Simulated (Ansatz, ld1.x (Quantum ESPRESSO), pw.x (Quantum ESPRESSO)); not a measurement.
**What a changed setting does to a pw.x run (bcc Si)**

Potential: ultrasoft, ld1.x (Quantum ESPRESSO) 7.5, PBE; core [Ne], reference 3s2 3p2; waves: 3s (bound): rcut 1.15, rcutus 1.50 bohr; 3s channel at 0.7 Ry: rcut 1.15, rcutus 1.50 bohr; 3p (bound): rcut 1.95, rcutus 2.40 bohr; 3p channel at 0.3 Ry: rcut 1.95, rcutus 2.40 bohr; 3d channel at 0.4 Ry: rcut 1.45, rcutus 1.90 bohr; 3d channel at 1.6 Ry: rcut 1.45, rcutus 1.90 bohr; local part: all-electron potential smoothed inside 2.05 bohr (lloc = -1); core correction: Bessel-smoothed model core inside 1.15 bohr; augmentation: PSQ, inside the norm-conserving radii.

The reference run (k-mesh 15³, cutoffs 40/440 Ry, Fermi–Dirac 0.01 Ry, mixing_beta 0.4, conv_thr 1e-9, no spin) gives 0.49 GPa at 14.593 Å³/atom, where all-electron LAPW gives 0.35 GPa. This run, with its own iteration cap, changes degauss to 0.02.

```
&control
  calculation='scf', prefix='x', pseudo_dir='./', outdir='./tmp', tstress=.true., disk_io='none'
/
&system
  ibrav=0, nat=1, ntyp=1, ecutwfc=40, ecutrho=440, nbnd=9,
  occupations='smearing', smearing='fd', degauss=0.02
/
&electrons
  conv_thr=1e-09, mixing_beta=0.4, electron_maxstep=70
/
ATOMIC_SPECIES
Si 1.0 Si.UPF
CELL_PARAMETERS angstrom
  -1.53943562 1.53943562 1.53943562
  1.53943562 -1.53943562 1.53943562
  1.53943562 1.53943562 -1.53943562
ATOMIC_POSITIONS crystal
Si 0.0000 0.0000 0.0000
K_POINTS automatic
15 15 15 0 0 0
```

```bash
pw.x < Si.scf.in > Si.scf.out
```

Question: How does the run end?

Answer: It converges in 6 iterations; the free energy moves by -39.2 meV/atom and the pressure by +0.29 GPa. In a metal, with Fermi–Dirac smearing, F lies below its zero-width value by a term in the square of the width.

```
Message from routine setup:
     using ibrav=0 with symmetry is DISCOURAGED, use correct ibrav instead
     lattice parameter (alat)  =       5.0387  a.u.
     unit-cell volume          =      98.4784 (a.u.)^3
     number of electrons       =         4.00
     number of Kohn-Sham states=            9
     kinetic-energy cutoff     =      40.0000  Ry
     charge density cutoff     =     440.0000  Ry
     scf convergence threshold =      1.0E-09
     Exchange-correlation= PBE
     number of k points=   120  Fermi-Dirac smearing, width (Ry)=  0.0200
     iteration #  1     ecut=    40.00 Ry     beta= 0.40
     total energy              =     -14.15246334 Ry
     estimated scf accuracy    <       0.00398347 Ry
     iteration #  2     ecut=    40.00 Ry     beta= 0.40
     total energy              =     -14.15205513 Ry
     estimated scf accuracy    <       0.00119088 Ry
     iteration #  3     ecut=    40.00 Ry     beta= 0.40
     total energy              =     -14.15213466 Ry
     estimated scf accuracy    <       0.00000569 Ry
     iteration #  4     ecut=    40.00 Ry     beta= 0.40
     total energy              =     -14.15213912 Ry
     estimated scf accuracy    <       0.00000002 Ry
     iteration #  5     ecut=    40.00 Ry     beta= 0.40
     total energy              =     -14.15213914 Ry
     estimated scf accuracy    <          1.6E-09 Ry
     iteration #  6     ecut=    40.00 Ry     beta= 0.40
     the Fermi energy is    10.4620 ev
!    total energy              =     -14.15213914 Ry
     estimated scf accuracy    <          1.4E-11 Ry
     smearing contrib. (-TS)   =      -0.00782754 Ry
     The total energy is F=E-TS. E is the sum of the following terms:
     one-electron contribution =       4.78723050 Ry
     hartree contribution      =       0.02924347 Ry
     xc contribution           =      -8.95296513 Ry
     ewald contribution        =     -10.00782043 Ry
     convergence has been achieved in   6 iterations
          total   stress  (Ry/bohr**3)                   (kbar)     P=        7.75
     Message from routine punch:
     Nothing written, as per user request (disk_io='none')
```

The run took about 8.4 s on one core of a shared host (Neoverse-V1, 32 threads, 247 GiB, load 14).
